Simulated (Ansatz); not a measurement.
Be2C: a run of Ansatz with trial settings.

```yaml
crystal:
  lattice:
    - [0.0, 2.1622559729, 2.1622559729]
    - [2.1622559729, 0.0, 2.1622559729]
    - [2.1622559729, 2.1622559729, 0.0]
  atoms:
    - { symbol: Be, position: [0.75, 0.75, 0.75] }
    - { symbol: Be, position: [0.25, 0.25, 0.25] }
    - { symbol: C, position: [0.0, 0.0, 0.0] }
basis: {}
kpoints:
  mp_grid: { grid: [11, 5, 1] }
hamiltonian:
  xc: pbe
  pseudopotentials: { kind: nc }
scf:
  occupations: { method: gaussian, width: 0.1 }
  lower_state_search: "off"
  max_iter: 40
output:
  forces: true
  stress: true
  eigenvalues: true
```

Command:

```bash
ansatz run input.yaml --threads 1 --pin off --max-ram 1331MiB --backend cpu --events-out ev --progress --plain --runs-dir out
```

From the log (HF is the Harris–Foulkes energy, dr2 the density residual in eV):

```text
Warning: crystal.symmetry: narrowed to the stabiliser of the k-point mesh — unitary ops 48 → 4; excluded 44 operations that carry a point of the 11×5×1 mesh (shift [0, 0, 0]) off the mesh (the run samples exactly the mesh kpoints.mp_grid names, as under crystal.symmetry.detect: false, and its converged state has the mesh's symmetry, not the crystal's …
Pseudopotential: Be, nc, valence charge 4, recommended cutoff 1800 eV (normal)
Pseudopotential: C, nc, valence charge 4, recommended cutoff 1115.666836 eV (normal)
Crystal: 3 atoms, lattice volume = 20.219 Å³
Basis set: ecut = 1800 eV, 3479 PW (Γ), exchange–correlation on 90×90×90 points (8 copies of the dense FFT grid, shifted against one another)
Bands: 10, of which v1, the nominal top of the filled ones, is band 6 counted from 1 (5 counted from 0)
Symmetry: 4 space group operations
k-points: 28 of 55
Initial density: superposition of atomic densities
SCF iter   1: HF=-945.090717 eV  Δρ=1.24e-1  dr2=3.63e0
SCF iter   2: HF=-944.077374 eV  Δρ=4.59e-2  dr2=2.87e-1
SCF iter   3: HF=-944.025113 eV  Δρ=1.93e-2  dr2=4.59e-2
SCF iter   4: HF=-944.031878 eV  Δρ=2.52e-3  dr2=9.46e-4
SCF iter   5: HF=-944.032292 eV  Δρ=3.35e-4  dr2=1.65e-5
SCF iter   6: HF=-944.032316 eV  Δρ=5.11e-5  dr2=5.13e-7
SCF iter   7: F=-944.032315 eV  HF=-944.032315 eV  Δρ=5.18e-6  dr2=3.75e-9
SCF 1 converged in 7 iterations: F = -944.032315 eV  dr2 = 3.75e-9
SCF converged after 7 iterations
Free energy (F): -944.032315 eV
E sigma→0 (E₀):  -944.032315 eV
Fermi energy:    11.158405 eV
--- Forces (eV/Å), atoms counted from 1 ---
  atom   1  Be    -0.00436052     0.00436052     0.14673681
  atom   2  Be     0.00436052    -0.00436052    -0.14673681
  atom   3  C     -0.00000000    -0.00000000     0.00000000
--- Stress (GPa, compression-positive) ---
       13.935842      12.489098      -0.084174
       12.489098      13.935842       0.084174
       -0.084174       0.084174      30.132318
  P = ⅓ Tr σ = 19.3347 GPa (193.347 kbar)
```

Settings here are deliberately varied, not converged.